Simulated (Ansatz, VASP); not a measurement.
# Cross-check of AlGaAs2 between VASP and Ansatz, part 2 of 2

Aim: how closely do two programs agree when they are given the same cell, functional and k mesh? The cell is taken from a series of runs on this material, whose earlier steps may have relaxed, scaled, displaced or heated it; both programs get it as it stands.

VASP 6.6.1 and Ansatz 0.2.0.

So far. Step 2 (VASP: single point, PBEsol, spin-orbit coupling): The run ends at a pressure of 0.22 GPa, with forces up to 0.012 eV/Å.

## Step 3: Ansatz: single point, PBEsol, spin-orbit coupling

Level of this step: Ansatz beside VASP: Kohn-Sham DFT, plane waves, PBEsol, spin-orbit coupling (Ansatz).

Ansatz runs on its PAW fully relativistic soft_1 files.

The same cell, functional, mesh and smearing now go to Ansatz, which takes its cutoff from its data sets.

input.yaml

```yaml
crystal:
  lattice:
    - [4.0119392945, 0.0, 0.0]
    - [0.0, 4.0119825567, 0.0]
    - [0.0, 0.0, 16.9639990008]
  atoms:
    - { symbol: Ga, position: [0.0, 0.0, 0.041883131] }
    - { symbol: As, position: [0.5, 0.0, 0.1250030985] }
    - { symbol: Ga, position: [0.5, 0.5, 0.2080747316] }
    - { symbol: As, position: [0.0, 0.5, 0.2911462969] }
    - { symbol: Ga, position: [0.0, 0.0, 0.3742615825] }
    - { symbol: As, position: [0.5, 0.0, 0.4576570677] }
    - { symbol: Al, position: [0.5, 0.5, 0.5409535735] }
    - { symbol: As, position: [0.0, 0.5, 0.6244927567] }
    - { symbol: Al, position: [0.0, 0.0, 0.7080706728] }
    - { symbol: As, position: [0.5, 0.0, 0.7916495587] }
    - { symbol: Al, position: [0.5, 0.5, 0.8751865784] }
    - { symbol: As, position: [0.0, 0.5, 0.958483386] }
kpoints:
  mp_grid: { grid: [6, 6, 2] }
  band_path:
    path:
      - [0.0, 0.0, 0.0]
      - [0.5, 0.0, 0.0]
      - [0.5, 0.5, 0.0]
      - [0.0, 0.5, 0.0]
      - [0.0, 0.0, 0.5]
      - [0.5, 0.0, 0.5]
      - [0.5, 0.5, 0.5]
      - [0.0, 0.5, 0.5]
    npoints: 1
hamiltonian:
  xc: pbesol
  pseudopotentials: { kind: paw_fr, azcp: { folder: "./paw" } }
scf:
  occupations: { method: fermi_dirac, width: 0.02 }
  n_extra_bands: 16
magnetization:
  noncollinear: true
  spin_orbit: true
output:
  eigenvalues: true
  forces: true
  stress: true
```

The run is started by

```console
$ ansatz run input.yaml --threads 3 --pin off --max-ram 92160MiB --backend cuda --events-out ev --progress --plain --runs-dir out --devices 1 --max-vram 13GiB
```

Numbers of over 12 decimals in the logs are rounded to 6 here.

Log:

```text
Warning: 4 symmetry operations that the atoms keep within the bar at which the run's group was sought (crystal.symmetry.tolerance 1.0e-5, or twice it) were not taken beside the 4 unitary ones that the detection took (of a slab, those that keep its plane). If the more symmetric cell is meant, write the vectors of crystal.lattice to more decimals, or, with the positions in fractional coordinates, give it by lengths and [...]
Warning: <dir> the record states the generating functional pbe (its physics header spells it `PBE`), which answers neither for hamiltonian.xc's functional nor for the pbesol family's — results may be inconsistent (PPs are generated against a specific XC)
Warning: <dir> the record states the generating functional pbe (its physics header spells it `PBE`), which answers neither for hamiltonian.xc's functional nor for the pbesol family's — results may be inconsistent (PPs are generated against a specific XC)
Warning: <dir> the record states the generating functional pbe (its physics header spells it `PBE`), which answers neither for hamiltonian.xc's functional nor for the pbesol family's — results may be inconsistent (PPs are generated against a specific XC)
scf.n_extra_bands = 16 over 138 filled bands (N_el = 138.0): the run solves 154 bands
GPUs: using 1 of 1 available (devices: 1).
Engine: ansatz 0.2.0, x86_64-unknown-linux-gnu
Pseudopotentials: kind: paw_fr
Pseudopotential: Ga, paw, valence charge 13, recommended cutoff 420 eV (normal), <dir>
Pseudopotential: As, paw, valence charge 15, recommended cutoff 420 eV (normal), <dir>
Pseudopotential: Al, paw, valence charge 3, recommended cutoff 420 eV (normal), <dir>
Functional definition: PBEsol
  exchange = pbesol_x
  correlation = pbesol_c
non-collinear run that drives no moment, with spin-orbit: no starting moment large enough to seed its density (crystal.atoms[].spin), no starting occupations that ask for one, no magnetisation constraint and no magnetic field, so the semilocal B_xc is pinned to zero
device memory: the entry about to start is reckoned to put 8.9 GiB on a device that reports 25.2 GiB free (of which the cap on the GPU budget leaves the run 13.0 GiB)
GPU FFT provider: cuFFT
GPU libraries: cuBLAS 13.8.2, cuFFT 12.4.0, cuSOLVER 12.3.4
Crystal: 12 atoms, lattice volume = 273.050 Å³
Basis set: ecut = 420 eV, 5297 PW (Γ), exchange–correlation on 54×54×240 points (8 copies of the dense FFT grid, shifted against one another)
Bands: 154, of which v1, the nominal top of the filled ones, is band 138 counted from 1 (137 counted from 0)
Symmetry: 4 space group operations + 4 with time reversal
Magnetic group: BNS 25.58 (UNI 156), of the structure as read, at distance tolerance 6.5e-5 Å
k-points: 32 of 72
Projection manifold: j_resolved (fully-relativistic pseudo-atomic orbitals)
Non-local potential: Ga, projectors of the file, resolved by j, l = 0: 2, l = 1: 4, l = 2: 6, l = 3: 2
Non-local potential: As, projectors of the file, resolved by j, l = 0: 2, l = 1: 4, l = 2: 6, l = 3: 2
Non-local potential: Al, projectors of the file, resolved by j, l = 0: 2, l = 1: 4, l = 2: 2
PAW form: soft (Blöchl's): semilocal exchange-correlation on the pseudo side does not see the compensation charge
PAW frozen core: Ga, regenerated for the run's functional, and the local potential with it (the file was generated under x = pbe(κ = 0.804, μ = 0.219515), c = pbe(β = 0.066725))
PAW frozen core: As, regenerated for the run's functional, and the local potential with it (the file was generated under x = pbe(κ = 0.804, μ = 0.219515), c = pbe(β = 0.066725))
PAW frozen core: Al, regenerated for the run's functional, and the local potential with it (the file was generated under x = pbe(κ = 0.804, μ = 0.219515), c = pbe(β = 0.066725))
PAW one-centre angular grid: Ga, 590 points (default); XC on 64 Gauss nodes
PAW one-centre angular grid: As, 590 points (default); XC on 96 Gauss nodes
PAW one-centre angular grid: Al, 110 points (default); XC on 64 Gauss nodes
[...]
NSCF: frozen V_eff on 8 k-points
SCF converged after 10 iterations
Magnetization: |M| = 0.0000 μB,  M = (+0.0000, +0.0000, +0.0000) μB
Absolute magnetization: 0.0000 μB (∫|m|)
  site 0: m = (+0.0000, +0.0000, +0.0000) μB, |m| = 0.0000 μB  (R = 1.01 Å)
  site 1: m = (+0.0000, +0.0000, +0.0000) μB, |m| = 0.0000 μB  (R = 1.01 Å)
  site 2: m = (+0.0000, +0.0000, +0.0000) μB, |m| = 0.0000 μB  (R = 1.01 Å)
  site 3: m = (+0.0000, +0.0000, +0.0000) μB, |m| = 0.0000 μB  (R = 1.01 Å)
  site 4: m = (+0.0000, +0.0000, +0.0000) μB, |m| = 0.0000 μB  (R = 1.01 Å)
  site 5: m = (+0.0000, +0.0000, +0.0000) μB, |m| = 0.0000 μB  (R = 1.01 Å)
  site 6: m = (+0.0000, +0.0000, +0.0000) μB, |m| = 0.0000 μB  (R = 1.01 Å)
  site 7: m = (+0.0000, +0.0000, +0.0000) μB, |m| = 0.0000 μB  (R = 1.01 Å)
  site 8: m = (+0.0000, +0.0000, +0.0000) μB, |m| = 0.0000 μB  (R = 1.01 Å)
  site 9: m = (+0.0000, +0.0000, +0.0000) μB, |m| = 0.0000 μB  (R = 1.01 Å)
  site 10: m = (+0.0000, +0.0000, +0.0000) μB, |m| = 0.0000 μB  (R = 1.01 Å)
  site 11: m = (+0.0000, +0.0000, +0.0000) μB, |m| = 0.0000 μB  (R = 1.01 Å)
Free energy (F): -41686.864091 eV
Harris-Foulkes:  -41686.864091 eV  (|F-HF|=8.40e-8)
Internal energy: -41686.864091 eV  (E = F + TS)
E sigma→0 (E₀):  -41686.864091 eV
Fermi energy:    7.452653 eV
--- Per-component energies (eV) ---
  E_band       = -1817.350124
  E_kinetic    = 991.556188
  E_local      = -22224.108147  (includes V_loc(G=0)·N_el)
  E_nonlocal   = -2595.017230
  E_hartree    = 12311.864763
  E_xc         = -720.557048
  E_vxc        = -698.657956  (∫ρ·V_xc dr)
  E_paw        = -19057.360193  (= ΣΔE_a)
  E_vpaw       = -1914.853579  (= ΣTr[D̂ρ^β])
  E_aug_tail   = -0.000813  (compensation charges beyond the density's cutoff)
  E_ewald      = -10401.714878
  E_core_change = 8.473268  (= ΣΔE_core)
  E_smearing   = -0.000000  (= −TS)
  E_closure    = -0.000000  (closes the sum)
  Σ components = -41686.864091   (vs F -41686.864091, Δ=0.00e0)
--- Forces (eV/Å), atoms counted from 1 ---
  atom   1  Ga     0.00000000     0.00000000     0.00029421
  atom   2  As     0.00000000     0.00000000    -0.00024364
  atom   3  Ga     0.00000000     0.00000000    -0.00015173
  atom   4  As     0.00000000     0.00000000    -0.00008573
  atom   5  Ga     0.00000000     0.00000000    -0.00042985
  atom   6  As     0.00000000     0.00000000    -0.00141950
  atom   7  Al     0.00000000     0.00000000    -0.00058933
  atom   8  As     0.00000000     0.00000000     0.00010644
  atom   9  Al     0.00000000     0.00000000    -0.00001899
  atom  10  As     0.00000000     0.00000000    -0.00022559
  atom  11  Al     0.00000000     0.00000000     0.00071919
  atom  12  As     0.00000000     0.00000000     0.00204449
  max |Σ_I F_I| component: 3.32e-8 eV/Å
--- Stress (GPa, compression-positive) ---
       -0.008252       0.000000       0.000000
        0.000000      -0.009604       0.000000
        0.000000       0.000000      -0.011006
  P = ⅓ Tr σ = -0.0096 GPa (-0.096 kbar)
--- Band table (eV; the first three rows and the last of 32) ---
  k-point 0: bands = [... 134 lower, 6.9566, 6.9566, 6.9648, 6.9648, 7.9304, 7.9304, 8.1203, 8.1203, ... 12 higher]
  k-point 1: bands = [... 134 lower, 6.6065, 6.6065, 6.7785, 6.7785, 8.0881, 8.0881, 8.4111, 8.4111, ... 12 higher]
  k-point 2: bands = [... 134 lower, 6.2931, 6.3129, 6.7866, 6.7907, 8.5431, 8.5510, 8.9427, 8.9533, ... 12 higher]
  k-point 31: bands = [... 134 lower, 4.2586, 4.2586, 4.2774, 4.2774, 8.5438, 8.5438, 8.5457, 8.5457, ... 12 higher]
```

## Step 4: Comparison

Known differences besides the potentials themselves: spin-orbit coupling enters by fully relativistic files in Ansatz and inside the spheres in VASP; the data sets hold 138 valence electrons in Ansatz (on its PAW fully relativistic soft_1 files) and 78 in VASP; the cutoff is 420 eV in Ansatz and 500 eV in VASP; Ansatz makes its cores anew for this functional, VASP keeps those of its PBE data sets. Total energies have different zeros and are not compared.

The two programs side by side:

```
              quantity  Ansatz   VASP  difference
        pressure (GPa)   -0.01   0.22       -0.23
gap on the k mesh (eV)   0.966  0.977      -0.011
```

The largest component of a force difference here is 11 meV/Å. A gap on the mesh is an upper bound, since the band edges may lie between its points.

## Step 5: Results

| Item | Value |
| --- | --- |
| difference in gap on the k mesh (single point, PBEsol, spin-orbit coupling) | -0.011 eV |

**Reading.** The difference in gap on the k mesh is -0.011 eV (single point, PBEsol, spin-orbit coupling), within the 0.08 eV picked in this series as the mark of a large difference. The data sets hold unlike numbers of valence electrons (138 in Ansatz and 78 in VASP), so part of the differences may come from the potentials. VASP runs on this material, other cells and data sets included, that failed, so that no pair exists: single point, PBEsol (refused). How closely two codes agree says nothing of how well the functional describes the real material.

[Lines on the potential files, build, host, timing and source positions are cut from VASP's logs without a mark.]

[Logs are printed without paths, hosts, clocks, repeated set-up lines and the standing remarks that a program may print on its own settings, such as how far it seeks lower states.]

[Hosts, paths, dates, database ids (printed as entryN), source tags and the programs' standing remarks are cut or masked in the printed files.]
